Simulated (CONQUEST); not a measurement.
## PbF2 in CONQUEST: convergence with k mesh

The system is PbF2.

```
Pb F
1.0
     3.87964    0.00000    0.00000
     0.00000    6.40810    0.00000
     0.00000    0.00000    7.66379
Pb F
4 8
Direct
  0.78133 0.23434 0.59988
  0.26536 0.74009 0.39372
  0.77237 0.75391 0.89020
  0.25157 0.25442 0.11318
  0.27991 0.87338 0.06650
  0.75570 0.14381 0.94178
  0.26942 0.36504 0.42767
  0.74040 0.64720 0.57674
  0.77861 0.02686 0.35058
  0.26429 0.96289 0.66690
  0.72327 0.50597 0.15270
  0.23703 0.47632 0.83397
```

The cell comes from a database or a generator and needn't be the stable form of this composition.

The cell isn't the ideal one: atoms moved at random.

| Item | Value |
| --- | --- |
| Program | CONQUEST 1.3 |
| Task | convergence study |
| Functional | PBE |
| Potentials or basis | PseudoDojo NC PBE, DZP, grid cutoff 150 Ha |
| k mesh | 1 × 1 × 1 |
| Occupations | fermi-dirac, width 0.05 eV |
| Spin | no spin polarisation |

These are the settings of the first run; the series varies k mesh, with any setting tied to it.

Hardware: 1 thread of AMD EPYC 7B13 (Zen 3), with other jobs on the host.

Q: The values tried are 1 × 1 × 1, 2 × 1 × 1, 3 × 2 × 2, 4 × 3 × 2, 5 × 3 × 3, 6 × 4 × 3, 7 × 4 × 4, 9 × 5 × 5, 10 × 6 × 5, loosest first. From which on does the energy stay within 1 meV/atom of the tightest run that finished?

A: From 3 × 2 × 2 on.

```tsv
k mesh	energy less the tightest run, at zero smearing (meV/atom)	pressure (GPa)	largest force (eV/Å)	gap on the mesh (eV)	SCF cycles	CPU time (s)	peak memory (GiB)
1 × 1 × 1	73.40	3.82	0.949	4.145	9	73	1.6
2 × 1 × 1	-12.82	3.77	1.025	4.178	10	76	1.6
3 × 2 × 2	0.01	3.92	1.055	4.086	10	99	1.6
4 × 3 × 2	0.03	3.93	1.054	4.191	10	120	1.6
5 × 3 × 3	0.00	3.93	1.054	4.133	10	120	1.6
6 × 4 × 3	0.00	3.93	1.054	4.086	10	170	1.6
7 × 4 × 4	0.00	3.93	1.054	4.089	10	230	1.6
9 × 5 × 5	0.00	3.93	1.054	4.134	10	270	1.6
10 × 6 × 5	0.00	3.93	1.054	4.078	10	390	1.6
```

Against the tightest run, the pressure stays within 0.1 GPa from 3 × 2 × 2 on; the largest force stays within 0.005 eV/Å from 3 × 2 × 2 on. Not settled before the last step: the gap on the mesh (to 0.01 eV). Meshes of other sizes hit other points, so gaps and Fermi surfaces needn't settle smoothly. The tightest run that finished is the yardstick and may itself not be fully converged.

Caveat, for the tightest run too: spin-orbit coupling is left out, which as a rule narrows the gap of such compounds by several tenths of an eV; an odd mesh through Γ misses points on the zone boundary, where band edges often lie; the basis of atomic orbitals isn't converged, which shifts pressures, moduli and gaps.
